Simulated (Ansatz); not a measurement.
Ir:

```
CELL_PARAMETERS angstrom
0.00000 1.91560 1.91560
1.91560 0.00000 1.91560
1.91560 1.91560 0.00000
ATOMIC_POSITIONS crystal
Ir 0.00000 0.00000 0.00000
```

Program: Ansatz 0.2.0. Alike in all runs: cell as given; k mesh 12 × 12 × 12; cutoff (eV) 420. Hardware: 1 thread of Arm Neoverse V2 (shared host).

Question: Order these runs on this cell by their wall time, lowest first.
A. task density of states; level revPBE+U; potentials or basis Ansatz PAW; spin off; U Ir d U = 8.0 eV; smearing methfessel-paxton 0.15 eV; hubbard projectors ortho-atomic (the default); double counting amf; other keys scf.occupations.method = methfessel_paxton; …
B. task single point; level LDA; potentials or basis Ansatz PAW polarizable; spin off; smearing tetrahedron
C. task projected density of states; level PBEsol+D4+U; potentials or basis Ansatz PAW; spin SOC, no magnetisation; U Ir d U = 4 eV; smearing tetrahedron; hubbard projectors atomic; double counting amf

Answer: B (0.9 s), A (3.1 s), C (13 s).

Caveats: with tetrahedron occupations forces and stress needn't match the slope of the energy (some runs); U without spin polarisation on a metal has little footing (some runs); the U is typed as a test and isn't derived for this compound (some runs).

Runs at the PBE level aren't shown here.
